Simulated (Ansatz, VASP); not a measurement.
Two plane-wave programs on Rh

Contents of INCAR:

```
SYSTEM = Rh
ALGO     = Normal         ! electronic algorithm
EDIFF    = 1E-7           ! SCF threshold, eV
ENCUT    = 520            ! plane-wave cutoff, eV
ISIF     = 2              ! what is computed and relaxed
ISMEAR   = -1             ! smearing method
LASPH    = .True.         ! aspherical terms in the spheres
LCHARG   = .False.        ! write CHGCAR
LREAL    = .False.        ! projectors in reciprocal space
LWAVE    = .False.        ! write WAVECAR
NBANDS   = 22             ! bands
NELM     = 60             ! most SCF steps
PREC     = Accurate       ! precision mode
SIGMA    = 0.1            ! smearing width, eV
```

File KPOINTS:

```
k-points
0
Gamma
  12 12 7
  0 0 0
```

File POSCAR:

```
Rh
1.0
    2.7080285116      0.0000000000      0.0000000000
   -1.3540147516      2.3452212956      0.0000000000
    0.0000000000      0.0000000000      4.3912730472
Rh
2
Direct
    0.6666666667      0.3333333333      0.7500000000
    0.3333333333      0.6666666667      0.2500000000
```

Input for Ansatz:

```yaml
crystal:
  lattice:
    - [2.70802851157953, 0.0, 0.0]
    - [-1.3540147515878858, 2.3452212956054264, 0.0]
    - [0.0, 0.0, 4.3912730472172505]
  atoms:
    - { symbol: Rh, position: [0.6666666666666666, 0.3333333333333333, 0.75] }
    - { symbol: Rh, position: [0.3333333333333333, 0.6666666666666666, 0.25] }
basis:
  ecutwfc: 489.804952427784
kpoints:
  mp_grid:
    grid: [12, 12, 7]
hamiltonian:
  xc: lda
scf:
  occupations:
    method: fermi_dirac
output:
  stress: true
```

This isn't the form of Rh at room conditions, which is fcc.

Alike in both runs: task single point; functional LDA; k mesh 12 × 12 × 7; no spin polarisation.

```csv
,VASP,Ansatz
version,VASP 6.6.1,Ansatz 0.2.0
potentials or method,"VASP PAW LDA potentials, release 64 (Rh_pv)","plane waves, PAW"
plane-wave cutoff (eV),520,490
occupations,"fermi-dirac, width 0.1 eV",fermi-dirac
valence electrons in the cell,30,34
```

|  | VASP | Ansatz | Ansatz less VASP |
| --- | --- | --- | --- |
| pressure (GPa) | -12.6 | -13.3 | -0.78 |
| largest component of the traceless stress (GPa) | 0.92 | 0.93 | +0.011 |

The two sets of potentials don't hold the same shells in valence.
